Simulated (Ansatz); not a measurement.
The system is Os.

```xyz
2
Lattice="2.7341 0.0000 0.0000 -1.3671 2.3678 0.0000 0.0000 0.0000 4.3197" Properties=species:S:1:pos:R:3 pbc="T T T"
Os    1.3671    0.7893    3.2398
Os    0.0000    1.5785    1.0799
```

Base run:

- Program: Ansatz 0.2.0
- Functional: PBE
- Potentials or basis: Ansatz PAW earlier set
- Cutoff: 700 eV
- Density cutoff: 2800 eV
- k mesh: 11 × 11 × 6
- Occupations: fermi-dirac, width 0.05 eV
- Spin: no spin polarisation

Its results: band gap on the k mesh none (metal or under the smearing width); pressure 9.0 GPa.

Task: The run is repeated on the same cell with these changes: potentials or basis from Ansatz PAW earlier set to PseudoDojo stringent (PBE files); cutoff from 700 eV to 1007 eV; density cutoff from 2800 eV to 4027 eV. What comes out?

Result: Band gap on the k mesh none (metal or under the smearing width); pressure 8.2 GPa.

Caveats: spin-orbit coupling is left out, which moves the levels of the heavy elements.
